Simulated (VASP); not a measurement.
Here is a VASP 6.6.1 calculation.

File INCAR:

```
SYSTEM = Bi
PREC = Accurate
ENCUT = 520
EDIFF = 1E-6
ISMEAR = -1
SIGMA = 0.1
LREAL = .FALSE.
LASPH = .TRUE.
NELM = 80
ALGO = Normal
ISIF = 2
LWAVE = .FALSE.
LCHARG = .TRUE.
GGA = B5
ALDAX = 1.0
AGGAX = 1.0
AGGAC = 1.0
ALDAC = 0.0
LELF = .TRUE.
LVHAR = .TRUE.
NBANDS = 14
```

File KPOINTS:

```
Automatic mesh
0
G
  12 12 12
  0 0 0
```

Contents of POSCAR:

```
Bi
1.0
    0.0000000000      2.4785125759      2.4785125759
    2.4785125759      0.0000000000      2.4785125759
    2.4785125759      2.4785125759      0.0000000000
Bi
1
Direct
    0.0000000000      0.0000000000      0.0000000000
```

Potentials or basis: VASP PAW PBE potentials, release 64 (Bi_d).

Command:

```sh
$ cat potpaw_PBE.64/Bi_d/POTCAR > POTCAR
$ mpirun -np 1 vasp_std > vasp.out
```

Task: What does it give for the band gap on the k mesh?

Result: None (metal or under the smearing width).

Task: What does it give for the pressure?

Result: 6.9 GPa.

Caveat: the PAW data sets were made with another functional, which shifts forces and pressure a little; spin-orbit coupling is left out, which moves the levels of the heavy elements.
